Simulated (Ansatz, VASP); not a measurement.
Br in VASP and in Ansatz

```
Br
1.0
     3.78410    0.00000    0.00000
    -1.89205    3.27713    0.00000
     0.00000    0.00000    2.59008
Br
1
Direct
  0.00000 0.00000 0.00000
```

Alike in both runs: functional PBE; k mesh 15 × 15 × 14; occupations fermi-dirac, width 0.1 eV; no spin polarisation.

Ansatz relaxed the structure, and its values are those at the end. VASP's run is a single point on that final structure, the one shown.

```csv
,VASP,Ansatz
version,VASP 6.6.1,Ansatz 0.2.0
potentials or method,"VASP PAW PBE potentials, release 64 (Br)","PAW with Ansatz's default frozen-core files, scalar-relativistic"
plane-wave cutoff (eV),520,420
valence electrons in the cell,7,7
```

|  | VASP | Ansatz | Ansatz less VASP |
| --- | --- | --- | --- |
| pressure (GPa) | 0.9 | 0.9 | 0.00 |

The functional is the same, so the differences come from potentials, cutoffs and numerics.

Caveats: an odd number of electrons without spin polarisation forces a metal; a magnetic or distorted state may lie lower.
